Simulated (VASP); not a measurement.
A run of VASP 6.6.1 is set up as follows.

The input INCAR:

```
SYSTEM = Ga11As12
  PREC = Accurate
  ENCUT = 350
  EDIFF = 1E-5
  ISMEAR = 0
  SIGMA = 0.03
  LREAL = Auto
  LASPH = .TRUE.
  NELM = 120
  ALGO = Normal
  ISIF = 2
  LWAVE = .FALSE.
  LCHARG = .FALSE.
  ISPIN = 2
  MAGMOM = 0 0 0 0 0 0 0 0 0 0 0 0.5 0.5 0.5 0 0 0 0 0 0.5 0 0 0
  LORBIT = 11
  NUPDOWN = 2
  GGA = PS
  NBANDS = 122
  NELECT = 204.0
  ISYM = 0
  KPAR = 2
```

The input KPOINTS:

```
regular mesh
0
G
  2 2 2
  0 0 0
```

The input POSCAR:

```
Ga11As12                                
1.0
    0.0000000000      8.4805500000      8.4805500000
    5.6537000000      0.0000000000      5.6537000000
    5.6537000000      5.6537000000      0.0000000000
  Ga              As            
    11    12
Direct
     0.0015350008553818    0.0063192626333513    0.4963510511847191
     0.0020942186566137    0.4965984614580965    0.0052735124240348
     0.0027998306066516    0.4942908335314869    0.4941134327577401
     0.3256409516240195    0.0032651604101172    0.0025942985066933
     0.3239918258234801    0.0054752023235415    0.5023467586844901
     0.3246189071665980    0.5027972359515355    0.0041294060130514
     0.3309273804761692    0.5019021059429376    0.5000765703590049
     0.6691484811419494    0.0066570936976442    0.0074247170352959
     0.6686757438463820    0.0069053687888929    0.4845011508528687
     0.6693770717604902    0.4835456077717934    0.0068210407022380
     0.6689894758862570    0.4995580830040440    0.4997008056185913
     0.0759933024301491    0.1188798221781172    0.1186172891230466
     0.0757337317183765    0.1157533208289082    0.6539048461687110
     0.0763412665477166    0.6531903731465651    0.1153456420699878
     0.0799222459758230    0.6269028014114010    0.6258815994810640
     0.4166321411086797    0.1248845805269545    0.1244346998799422
     0.4161160500943286    0.1247700158890215    0.6241799156147879
     0.4169037216891404    0.6245018262396416    0.1232827024500605
     0.4164940473516785    0.6259885361067972    0.6248346216803007
     0.7826582551094114    0.1096649887756800    0.1106226988577018
     0.7492029612124639    0.1234765869253637    0.6274516238890943
     0.7496165823018245    0.6269166568293398    0.1232632121000300
     0.7502668066164272    0.6266950756287741    0.6267064045465512
```

Potentials or basis: VASP PAW PBE potentials, release 64 (Ga_d, As).

Run with:

```console
$ cat potpaw_PBE.64/Ga_d/POTCAR potpaw_PBE.64/As/POTCAR > POTCAR
$ mpirun -np 4 vasp_std > vasp.out
```

(1) What does it give for the largest force?

Answers

(1) 0.161 eV/Å.

Caveat: the k mesh is coarse (spacing up to 0.48 Å⁻¹), so the values aren't converged; the PAW data sets were made with another functional, which shifts forces and pressure a little; the total moment is fixed, so each spin has its own Fermi level.
